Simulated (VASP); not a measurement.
# TiAl₃: molecular dynamics with a thermostat

TiAl₃, Pmm2 (no. 25), 8 atoms in the cell. PBE, molecular dynamics; PAW potentials Ti, Al (PBE set).

Ensemble: Nose-Hoover chain; Target temperature (K): 600.

## Input

INCAR:
```
  GGA = PE
  PREC = Normal
  ENCUT = 240
  EDIFF = 1E-6
  NELMIN = 4
  NELM = 60
  ALGO = Fast
  LREAL = Auto
  LASPH = True
  ISMEAR = -1
  SIGMA = 0.05
  ISYM = 0
  LWAVE = False
  LCHARG = False
  IBRION = 0
  NSW = 60
  POTIM = 2.0
  TEBEG = 600
  ISIF = 2
  RANDOM_SEED = 631308 0 0
  MDALGO = 4
  NHC_NCHAINS = 3
  NHC_PERIOD = 30
  KPAR = 2
```

KPOINTS:
```
k-points
0
Gamma
  2 3 3
```

POSCAR:
```
TiAl3
1.0
    5.6793540000      0.0000000000      0.0000000000
    0.0000000000      4.6812640000      0.0000000000
    0.0000000000      0.0000000000      4.9007420000
Ti Al
2 6
Direct
    0.0000000000      0.5000000000      0.1659160000
    0.5000000000      0.5000000000      0.1659160000
    0.0000000000      0.0000000000      0.8359000000
    0.5000000000      0.0000000000      0.8359000000
    0.2500000000      0.0000000000      0.3309120000
    0.7500000000      0.0000000000      0.3309120000
    0.2500000000      0.5000000000      0.6672710000
    0.7500000000      0.5000000000      0.6672710000
```

Commands:
```
cat potpaw_PBE.64/Ti/POTCAR potpaw_PBE.64/Al/POTCAR > POTCAR
mpirun -np 2 vasp_std > vasp.out
```

## Result

- Mean temperature (K): 409
- Rise of the mean potential energy above the start (meV/atom): 40.6
- Electronic steps per ionic step after the first: 4.1

Course of the run:

| Time (fs) | Temperature (K) | Potential energy less the first (meV/atom) |
|---|---|---|
| 2 | 605 | 0.0 |
| 12 | 511 | 10.7 |
| 20 | 286 | 36.4 |
| 30 | 73 | 61.2 |
| 38 | 102 | 58.4 |
| 48 | 333 | 35.4 |
| 56 | 501 | 22.2 |
| 66 | 533 | 28.0 |
| 74 | 453 | 43.4 |
| 84 | 373 | 58.1 |
| 92 | 409 | 57.6 |
| 102 | 539 | 47.6 |
| 110 | 589 | 45.5 |
| 120 | 503 | 58.7 |

REPORT:
```
MDALGO =   4
           NHC_NCHAINS =   3
            NHC_PERIOD =    30
            NHC_NRESPA =    1
                NHC_NS =  1
               SCALING =       0
                 CNEXP =     9.000   14.000
           RANDOM_SEED =            631308                0                0

   original number of atomic DOF:         21
   number of independent constraints:      0
   number of active DOF:                  21

========================================
         MD step No.       1
========================================

  Atomic velocities initialized by STEP_tb

  >Nose-Hoover_chains
                       xs       vs(fs^-1)
   nhc_s>   0.11858393E-05   0.23714287E-05
   nhc_s>  -0.13889371E-03  -0.27779701E-03
   nhc_s>  -0.13888889E-03  -0.27773919E-03

  >Energies
                    E_tot             E_pot             E_kin               EPS                ES
   e_b>   -0.39147253E+02   -0.39694783E+02    0.54752910E+00    0.14372300E-04   -0.13074986E-04

  >Temperature
               T_sim     T_inst
   tmprt>    600.000    605.121

           RANDOM_SEED =            631308               48                0

[... steps left out ...]

========================================
         MD step No.      60
========================================

  >Nose-Hoover_chains
                       xs       vs(fs^-1)
   nhc_s>  -0.51478028E+00  -0.24738489E-02
   nhc_s>   0.15694126E+01   0.24493547E-01
   nhc_s>  -0.38157991E+00   0.24073241E-01

  >Energies
                    E_tot             E_pot             E_kin               EPS                ES
   e_b>   -0.39146251E+02   -0.39225170E+02    0.45471717E+00    0.12173015E+00   -0.49752751E+00

  >Temperature
               T_sim     T_inst
   tmprt>    600.000    502.547

           RANDOM_SEED =            631308               48                0
```

OSZICAR:
```
N       E                     dE             d eps       ncg     rms          rms(c)
DAV:   1     0.420176578153E+02    0.42018E+02   -0.53542E+03   360   0.626E+02
DAV:   2    -0.350644832774E+02   -0.77082E+02   -0.75697E+02   360   0.164E+02
DAV:   3    -0.429204011207E+02   -0.78559E+01   -0.73762E+01   526   0.423E+01
DAV:   4    -0.430878162959E+02   -0.16742E+00   -0.16575E+00   464   0.635E+00
DAV:   5    -0.430900512330E+02   -0.22349E-02   -0.22316E-02   500   0.797E-01    0.173E+01
RMM:   6    -0.412829971010E+02    0.18071E+01   -0.39892E+01   384   0.368E+01    0.547E+00
RMM:   7    -0.397151488875E+02    0.15678E+01   -0.68567E+00   360   0.209E+01    0.541E+00
RMM:   8    -0.400115526706E+02   -0.29640E+00   -0.45877E+00   363   0.717E+00    0.292E+00
RMM:   9    -0.396961678690E+02    0.31538E+00   -0.87278E-01   365   0.576E+00    0.991E-01
RMM:  10    -0.396960191766E+02    0.14869E-03   -0.27198E-01   376   0.234E+00    0.467E-01
RMM:  11    -0.396985110853E+02   -0.24919E-02   -0.70834E-02   376   0.116E+00    0.433E-01
RMM:  12    -0.396947621738E+02    0.37489E-02   -0.14883E-02   362   0.855E-01    0.262E-01
[... left out ...]
     58 T=   553. E= -.39143880E+02 F= -.39280398E+02 E0= -.39260761E+02  EK= 0.50265E+00 SP= -.50E+00 SK= 0.13E+00
     59 T=   529. E= -.39143958E+02 F= -.39253940E+02 E0= -.39233973E+02  EK= 0.48112E+00 SP= -.50E+00 SK= 0.13E+00
[... last step whole ...]
       N       E                     dE             d eps       ncg     rms          rms(c)
DAV:   1    -0.392251665080E+02    0.28773E-01   -0.12920E-02   560   0.807E-01    0.565E-03
RMM:   2    -0.392251704676E+02   -0.39596E-05   -0.99931E-05   361   0.606E-02    0.126E-02
RMM:   3    -0.392251699259E+02    0.54168E-06   -0.22358E-05   342   0.307E-02    0.262E-03
RMM:   4    -0.392251703410E+02   -0.41514E-06   -0.55080E-06   267   0.120E-02
     60 T=   503. E= -.39144002E+02 F= -.39225170E+02 E0= -.39204874E+02  EK= 0.45697E+00 SP= -.50E+00 SK= 0.12E+00
```

Limits: 120 fs of 8 atoms are too short for converged averages; the cell is only 4.7 Å across, so each atom moves in step with near copies of itself.

VASP 6.6.1 took 161 s on 2 cores (AMD EPYC 7R43 (Zen 3)), a shared host.
